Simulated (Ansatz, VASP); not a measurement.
## Two plane-wave programs on Ge

The input INCAR:

```
SYSTEM = Ge
PREC = Accurate ; ENCUT = 600
EDIFF = 1E-6 ; ISMEAR = 0
SIGMA = 0.1 ; LREAL = .FALSE.
LASPH = .TRUE. ; NELM = 100
ALGO = Normal ; ISIF = 3
LWAVE = .FALSE. ; LCHARG = .FALSE.
GGA = PE ; IBRION = 2
NSW = 100 ; EDIFFG = -0.01
```

File KPOINTS:

```
regular mesh
0
G
  10 10 10
  0 0 0
```

POSCAR

```
Ge
1.0
   -3.4448719546      3.4448719546      3.4448719546
    3.4448719546     -3.4448719546      3.4448719546
    3.4448719546      3.4448719546     -3.4448719546
Ge
4
Direct
    0.7500000000      0.7500000000      0.7500000000
    0.5000000000      0.0000000000      0.7500000000
    0.0000000000      0.7500000000      0.5000000000
    0.7500000000      0.5000000000      0.0000000000
```

Input for Ansatz:

```yaml
crystal:
  lattice:
    - [-3.4448719546, 3.4448719546, 3.4448719546]
    - [3.4448719546, -3.4448719546, 3.4448719546]
    - [3.4448719546, 3.4448719546, -3.4448719546]
  atoms:
    - { symbol: Ge, position: [0.75, 0.75, 0.75] }
    - { symbol: Ge, position: [0.5, 0.0, 0.75] }
    - { symbol: Ge, position: [0.0, 0.75, 0.5] }
    - { symbol: Ge, position: [0.75, 0.5, 0.0] }
basis:
  ecutwfc: 420
kpoints:
  mp_grid: { grid: [10, 10, 10] }
hamiltonian:
  xc: pbe
scf:
  occupations: { method: gaussian, width: 0.1 }
output:
  forces: true
  stress: true
  eigenvalues: true
relax:
  adjacent_minimum: "off"
  f_tol: 0.01
  max_steps: 80
  cell: { stress_tol: 0.05 }
```

Alike in both runs: task relaxation of cell and atoms; functional PBE; k mesh 10 × 10 × 10; occupations gaussian, width 0.1 eV; no spin polarisation.

```csv
,VASP,Ansatz
version,VASP 6.6.1,Ansatz 0.2.0
potentials or method,"VASP PAW PBE potentials, release 64 (Ge_d)","scalar-relativistic, plane waves, PAW"
plane-wave cutoff (eV),600,420
valence electrons in the cell,56,56
```

```csv
,VASP,Ansatz,Ansatz less VASP
"gap on the k mesh at the Fermi level, each at its own relaxed structure (eV)",none,none,-
relaxed volume (Å³/atom),41.43,41.43,+0.003
relaxed cell length with the largest relative difference (Å),5.993,5.993,+0.0002
```

A gap of «none» marks a metal or a gap that the smearing closes.
